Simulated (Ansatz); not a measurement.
Ge:

```
CELL_PARAMETERS angstrom
1.39715 -2.60052 0.00000
1.39715 2.60052 0.00000
0.00000 0.00000 2.69823
ATOMIC_POSITIONS crystal
Ge 0.50000 0.50000 0.00000
```

This isn't the form of Ge at room conditions, which is diamond.

* Program: Ansatz 0.2.0
* Task: single point
* Functional: PBEsol
* Potentials or basis: Ansatz PAW
* Cutoff: 420 eV (not typed: the program's choice for these potentials)
* k mesh: 11 × 11 × 10
* Occupations: fermi-dirac, width 0.05 eV
* Spin: no spin polarisation

On this cell: pressure -4.1 GPa; band gap on the k mesh none (metal or under the smearing width).

The same run follows on a disturbed copy (cell strained at random at fixed volume):

```
Ge
1.0
     1.36702   -2.63255    0.01333
     1.36007    2.62881    0.00776
     0.02036   -0.00289    2.73319
Ge
1
Cartesian
  1.4077 -0.0092 -0.0083
```

What changes?

The energy (extrapolated to zero smearing) moves by +12.7 meV/atom; pressure -3.7 GPa; band gap on the k mesh none (metal or under the smearing width).

Stress tensor (GPa, compression positive):
```
 0.29 -0.09 -0.31
-0.09 -4.81  0.07
-0.31  0.07 -6.43
```

Caveats: the PAW data sets come from PBE, with cores solved anew for the run's functional, which leaves a small shift of forces and pressure.
